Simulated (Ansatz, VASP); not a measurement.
# C in VASP and in Ansatz

INCAR

```
SYSTEM = C
PREC = Accurate
ENCUT = 520
EDIFF = 1E-6
ISMEAR = 0
SIGMA = 0.05
LREAL = .False.
LASPH = .True.
NELM = 80
ALGO = Normal
ISIF = 2
LWAVE = .False.
LCHARG = .False.
GGA = PS
NBANDS = 11
```

Contents of KPOINTS:

```
regular mesh
0
Gamma
  12 12 12
  0 0 0
```

File POSCAR:

```
C
1.0
    0.0000000000      1.8826768702      1.6002753396
    1.8826768702      0.0000000000      1.6002753396
    1.8826768702      1.8826768702      0.0000000000
C
2
Direct
    0.5000000000      0.5000000000      0.5000000000
    0.7500000000      0.7500000000      0.7500000000
```

Input for Ansatz:

```yaml
crystal:
  lattice:
    - [0.0, 1.8826768702, 1.6002753396]
    - [1.8826768702, 0.0, 1.6002753396]
    - [1.8826768702, 1.8826768702, 0.0]
  atoms:
    - { symbol: C, position: [0.5, 0.5, 0.5] }
    - { symbol: C, position: [0.75, 0.75, 0.75] }
basis:
  ecutwfc: 420
kpoints:
  mp_grid: { grid: [12, 12, 12] }
hamiltonian:
  xc: pbesol
scf:
  occupations: { method: gaussian, width: 0.05 }
output:
  forces: true
  stress: true
  eigenvalues: true
```

Alike in both runs: task single point; functional PBEsol; k mesh 12 × 12 × 12; occupations gaussian, width 0.05 eV; no spin polarisation.

|  | VASP | Ansatz |
| --- | --- | --- |
| version | VASP 6.6.1 | Ansatz 0.2.0 |
| potentials or method | VASP PAW PBE potentials, release 64 (C) | scalar-relativistic, plane waves, PAW |
| plane-wave cutoff (eV) | 520 | 420 |
| valence electrons in the cell | 8 | 8 |

|  | VASP | Ansatz | Ansatz less VASP |
| --- | --- | --- | --- |
| gap on the k mesh at the Fermi level (eV) | 0.16 | 0.17 | +0.009 |
| least direct gap on the mesh (eV) | 3.12 | 3.12 | +0.003 |
| pressure (GPa) | -3.5 | -4.5 | -0.99 |
| largest component of the traceless stress (GPa) | 82.41 | 82.51 | +0.106 |

Caveats: the PAW data sets were made with another functional, which shifts forces and pressure a little (VASP).
